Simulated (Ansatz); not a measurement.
**Lu (fcc type): how the settings move a single-point run**

Aim: see which settings change the result for Lu (fcc type), by how much, and at what cost.

Method: reference: DFT, PBE, PAW with Ansatz's default frozen-core files, scalar-relativistic, in Ansatz 0.2.0.

## Step 1: Starting point

Symmetry: Fm-3m, No. 225, cubic system. The conventional cell has a = 4.606 Å, b = 4.606 Å, c = 4.606 Å, α = 90.00°, β = 90.00°, γ = 90.00°. Around Lu (site symmetry m-3m) lie 12 Lu at 3.26 Å.

As a file:

```cif
data_structure
_symmetry_space_group_name_H-M 'P 1'
_symmetry_Int_Tables_number 1
_cell_length_a 3.2571
_cell_length_b 3.2571
_cell_length_c 3.2571
_cell_angle_alpha 60.000
_cell_angle_beta 60.000
_cell_angle_gamma 60.000
_cell_volume 24.43
loop_
_atom_site_label
_atom_site_type_symbol
_atom_site_fract_x
_atom_site_fract_y
_atom_site_fract_z
_atom_site_occupancy
Lu1 Lu 0.00000 0.00000 0.00000 1
```

## Step 2: Reference

File input.yaml:

```yaml
crystal:
  lattice:
    - [0.0, 2.3031032438, 2.3031032438]
    - [2.3031032438, 0.0, 2.3031032438]
    - [2.3031032438, 2.3031032438, 0.0]
  atoms:
    - { symbol: Lu, position: [0.0, 0.0, 0.0] }
kpoints:
  mp_grid: { grid: [15, 15, 15] }
scf:
  occupations: { method: fermi_dirac, width: 0.1 }
hamiltonian:
  xc: pbe
  pseudopotentials: { kind: paw }
output:
  forces: true
  stress: true
  eigenvalues: true
  populations: true
  write_density: true
  write_potential: true
  elf: true
  volumetric_format: npy
```

Run with:

```sh
ansatz run input.yaml --threads 1 --pin off --max-ram 2048MiB --backend cpu --events-out ev --progress --plain --runs-dir out
```

## Step 3: The same system, input altered

Edit input.yaml of step 2 so:

```diff
@@ -11,2 +11,3 @@
   occupations: { method: fermi_dirac, width: 0.1 }
+  convergence: { dr2_threshold: 0.0001 }
 hamiltonian:
```

(Steps that only read results are left out.)

**Question.** What will these runs give? Wanted: for each run, ending; energy change; pressure; gap; force.

The runs gave:

| run | ending | energy change | pressure (GPa) | gap (eV) | force (eV/Å) | cycles | time |
| --- | --- | --- | --- | --- | --- | --- | --- |
| reference | converged | 0 | 9.8 | 0.00 | 0.00 | 7 | 4.8 s |
| 1: dr2_threshold 0.0001 | converged | 0.0 meV/atom | 9.8 | 0.00 | 0.00 | 6 | 4.9 s |

Residual by cycle in the longest SCF loop of each run; runs are numbered as in the table. The quantity is the density residual dr2, in eV.

| cycle | reference | run 1 |
| --- | --- | --- |
| 1 | 0.00126 | 0.00126 |
| 2 | 6.9e-4 | 6.9e-4 |
| 3 | 1.1e-4 | 1.1e-4 |
| 4 | 5.6e-5 | 5.6e-5 |
| 5 | 2.9e-6 | 2.9e-6 |
| 6 | 3.0e-7 | 2.8e-7 |
| 7 | 6.2e-9 | - |

**Reading.** Same state: the changed convergence setting leaves the energy within 0.5 meV/atom. Cost: 6 SCF cycles against 7.
